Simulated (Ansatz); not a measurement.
SrCl2:

```
Sr Cl
1.0
     0.00000    3.48835    3.48835
     3.48835    0.00000    3.48835
     3.48835    3.48835    0.00000
Sr Cl
1 2
Cartesian
  0.0000 0.0000 0.0000
  5.2325 5.2325 5.2325
  1.7442 1.7442 1.7442
```

| Quantity | Value |
| --- | --- |
| Program | Ansatz 0.2.0 |
| Task | single point |
| Functional | PBEsol |
| Potentials or basis | all-electron LAPW, scalar-relativistic |
| Cutoff | 156 eV (chosen from the basis error) |
| Basis error allowed | 0.001 eV/atom |
| k mesh | 7 × 7 × 7 |
| Occupations | fermi-dirac, width 0.05 eV |
| Spin | no spin polarisation |

On this cell: pressure -1.1 GPa; largest force zero by symmetry; band gap on the k mesh 5.18 eV, indirect (least direct gap 5.48 eV).

The same run follows on a disturbed copy (atoms moved at random, drawn with an rms of 0.05 Å):

```
CELL_PARAMETERS angstrom
0.00000 3.48835 3.48835
3.48835 0.00000 3.48835
3.48835 3.48835 0.00000
ATOMIC_POSITIONS crystal
Sr 0.99028 0.99978 0.99929
Cl 0.74941 0.75593 0.74881
Cl 0.26038 0.25031 0.24447
```

**Question.** What changes?

**Answer.** The energy moves by +3.1 meV/atom; pressure -1.0 GPa; largest force 0.196 eV/Å; band gap on the k mesh 5.17 eV, indirect (least direct gap 5.48 eV).

Forces on the atoms (eV/Å):
```
Sr  -0.005  0.113  0.160
Cl  -0.077 -0.012 -0.043
Cl   0.083 -0.101 -0.117
```

Stress tensor (GPa, compression positive):
```
-0.96 -0.07 -0.09
-0.07 -0.98  0.20
-0.09  0.20 -0.99
```

Caveats: an odd mesh through Γ misses points on the zone boundary, where band edges often lie.
